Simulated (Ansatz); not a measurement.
An input for the plane-wave PAW code Ansatz:

```yaml
crystal:
  lattice:
    - [3.0862175446, 0.0, 0.0]
    - [-1.5431087723, 2.6727427953, 0.0]
    - [0.0, 0.0, 5.0647708873]
  atoms:
    - { symbol: Si, position: [0.3333333333, 0.6666666667, 0.0] }
    - { symbol: Si, position: [0.6666666667, 0.3333333333, 0.5] }
    - { symbol: C, position: [0.3333333333, 0.6666666667, 0.385] }
    - { symbol: C, position: [0.6666666667, 0.3333333333, 0.885] }
basis:
  ecutwfc: 420
  ecutrho_ratio: 4
kpoints:
  mp_grid: { grid: [8, 8, 4] }
hamiltonian:
  xc: pbe
scf:
  occupations: { method: gaussian, width: 0.05 }
output:
  forces: true
  stress: true
  eigenvalues: true
relax:
  f_tol: 0.03
  max_steps: 60
  cell: { stress_tol: 0.3 }
```

Launched as:
```sh
ansatz run input.yaml --threads 4 --pin off --max-ram 7168MiB --backend cpu --events-out ev --progress --plain --runs-dir out
```

The chain of runs began from a cell as deposited in COD, expanded in volume.

Problem. What will the run give?

Solution. Final volume 10.50 Å³/atom, energy lowered by 9.1 meV/atom, pressure 0.1 GPa, gap on the mesh 2.55 eV (PBE, scalar-relativistic).

What the program printed, in part:

```
Pseudopotentials: kind: paw
Pseudopotential: Si, paw, valence charge 4, recommended cutoff 420 eV (normal), Si.paw.azcp
Pseudopotential: C, paw, valence charge 4, recommended cutoff 420 eV (normal), C.paw.azcp
Crystal: 4 atoms, lattice volume = 41.778 Å³
Basis set: ecut = 420 eV, 785 PW (Γ), exchange–correlation on 48×48×72 points (8 copies of the dense FFT grid, shifted against one another)
Bands: 12, of which v1, the nominal top of the filled ones, is band 8 counted from 1 (7 counted from 0)
Symmetry: 12 space group operations
Space group: P63mc (ITA 186), of the structure as read, at distance tolerance 3.5e-5 Å
k-points: 30 of 256 (time reversal used)
Initial density: superposition of atomic densities (neutral atoms: chi_scale 0, normalization atom), corrected by the library's trained network
Initial wavefunctions: pseudopotential atomic-orbital guess
Functional: x = pbe(κ = 0.804, μ = 0.21951), c = pbe(β = 0.06672)
```

SCF trace (energy estimate counted from the last row; the run made several SCF loops, for ionic steps, more bands or searches for a lower state, numbered loop.iteration):
| iteration | ΔE (eV) | density residual (eV) |
| --- | --- | --- |
| 1.1 | 0.036 | 2.78e-3 |
| 1.2 | 0.036 | 2.09e-4 |
| 1.3 | 0.036 | 2.59e-5 |
| 1.4 | 0.036 | 8.35e-7 |
| 1.5 | 0.036 | 7.39e-9 |
| 1.6 | 0.036 | 1.71e-10 |
| 2.1 | 0.015 | 2.45e-3 |
| 2.2 | 0.015 | 2.01e-4 |
| 2.3 | 0.015 | 2.33e-5 |
| 2.4 | 0.015 | 1.81e-6 |
| 2.5 | 0.015 | 1.04e-8 |
| 3.1 | 0.013 | 2.30e-2 |
| 3.2 | 0.022 | 1.79e-3 |
| … | … | … |
| 5.1 | -6.0e-05 | 5.55e-8 |
| 5.2 | 0.000 | 1.35e-8 |
| 5.3 | 0.000 | 2.11e-9 |
| 5.4 | 0.000 | 4.63e-11 |

```
SCF converged after 4 iterations
Free energy (F): -1774.308533 eV
E sigma→0 (E₀):  -1774.308533 eV
Fermi energy:    10.719038 eV
--- Per-component energies (eV) ---
  E_band       = 55.168709
  E_kinetic    = 270.029515
  E_local      = -212.361269  (includes V_loc(G=0)·N_el)
  E_nonlocal   = 103.291210
  E_hartree    = 65.325701
  E_xc         = -210.563779
  E_vxc        = -218.166158  (∫ρ·V_xc dr)
  E_paw        = -1224.029763  (= ΣΔE_a)
  E_vpaw       = -18.276024  (= ΣTr[D̂ρ^β])
  E_aug_tail   = 0.000025  (compensation charges beyond the density's cutoff)
  E_ewald      = -566.000172
  E_smearing   =  0.000000  (= −TS)
--- Forces (eV/Å), atoms counted from 1 ---
  atom   1  Si     0.00000000     0.00000000     0.00006869
  atom   2  Si     0.00000000     0.00000000     0.00006869
  atom   3  C      0.00000000     0.00000000    -0.00006647
  atom   4  C      0.00000000     0.00000000    -0.00006647
--- Stress (GPa, compression-positive) ---
        0.134585       0.000000       0.000000
        0.000000       0.134585       0.000000
        0.000000       0.000000       0.085785
  P = ⅓ Tr σ = 0.1183 GPa (1.183 kbar)
--- Band table (eV; the first three rows and the last of 30) ---
  k-point 0: bands = ["-6.0069", "-2.4957", "0.8315", "8.1339", "8.1339", "9.3343", "9.4424", "9.4424", "14.1160", "15.4778", "16.0235", "16.0235"]
  k-point 1: bands = ["-5.7060", "-3.4915", "2.3151", "7.8369", "8.3001", "8.3001", "9.2217", "9.2217", "14.3971", "16.1499", "16.1499", "16.3110"]
  k-point 2: bands = ["-4.8264", "-4.8264", "5.0330", "5.0330", "8.7341", "8.7341", "8.7341", "8.7341", "15.2052", "15.2052", "16.7130", "16.7130"]
  k-point 29: bands = ["-1.4172", "-1.4172", "1.6800", "1.6800", "4.2725", "4.2725", "7.6611", "7.6611", "14.1773", "14.1773", "15.7711", "15.7711"]
--- Relaxed structure (4 steps of the walk, 3 accepted, 1 SCFs on fresh bases) ---
  F+E_penalty+E_count = -1774.30853326 eV   max|allowed force component| = 6.758e-5 eV/Å   (the final SCF, on the basis selected at the relaxed cell)
  cell:  # Å, volume = 41.9883 Å³
    - [3.09136, 0.00000, 0.00000]
    - [-1.54568, 2.67720, 0.00000]
    - [0.00000, 0.00000, 5.07338]
  atoms:
    - { symbol: Si, position: [0.33333, 0.66667, 0.00457] }
    - { symbol: Si, position: [0.66667, 0.33333, 0.50457] }
    - { symbol: C, position: [0.33333, 0.66667, 0.38043] }
    - { symbol: C, position: [0.66667, 0.33333, 0.88043] }
```

It ran for 2.5 s on 4 threads of Arm Neoverse V2, with other jobs on the host, peak memory 0.32 GiB.

Kohn–Sham gaps of semilocal functionals lie under measured ones, often by a third or more. For this crystal a k-mesh can miss a band edge (under r²SCAN at the relaxed cell a band path gives a smaller gap than its mesh does), so gaps on the mesh are upper bounds.
